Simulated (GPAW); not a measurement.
TaN in GPAW: convergence with convergence criteria

Crystal: TaN.

```xyz
2
Lattice="0.0000 2.2113 2.2113 2.2113 0.0000 2.2113 2.2113 2.2113 0.0000" Properties=species:S:1:pos:R:3 pbc="T T T"
Ta    2.2113    2.2113    2.2113
N     0.0000    0.0000    0.0000
```

The cell comes from a database or a generator and needn't be the stable form of this composition.

| Item | Value |
| --- | --- |
| Program | GPAW 26.7.0 |
| Task | convergence study |
| Functional | PBE |
| Potentials or basis | GPAW PAW data sets (gpaw-data 1.2.1) |
| Cutoff | 800 eV |
| Basis | pw |
| k mesh | 10 × 10 × 10 |
| Occupations | fermi-dirac, width 0.05 eV |
| Spin | no spin polarisation |

These are the settings of the first run; the series varies convergence criteria, with any setting tied to it.

Hardware: 1 thread of Arm Neoverse V2 (shared host).

```
                        convergence criteria  energy less the tightest run, at zero smearing (meV/atom)  pressure (GPa)  SCF cycles  CPU time (s)  peak memory (GiB)
density=0.001 energy=0.01 eigenstates=0.0001                                                       0.00           -1.64           7            14               0.16
                                     default                                                       0.00           -1.55           8            17               0.16
                  density=1e-05 energy=1e-05                                                       0.00           -1.56           9            18               0.16
                 density=1e-05 forces=0.0001                                                       0.00           -1.56          10            19               0.16
density=1e-06 energy=1e-06 eigenstates=1e-10                                                       0.00           -1.56          11            21               0.16
```

Against the tightest run, the energy stays within 1 meV/atom from density=0.001 energy=0.01 eigenstates=0.0001 on; the pressure stays within 0.1 GPa from density=0.001 energy=0.01 eigenstates=0.0001 on. The tightest run that finished is the yardstick and may itself not be fully converged.

Spin-orbit coupling is left out, which matters for the levels of Ta.
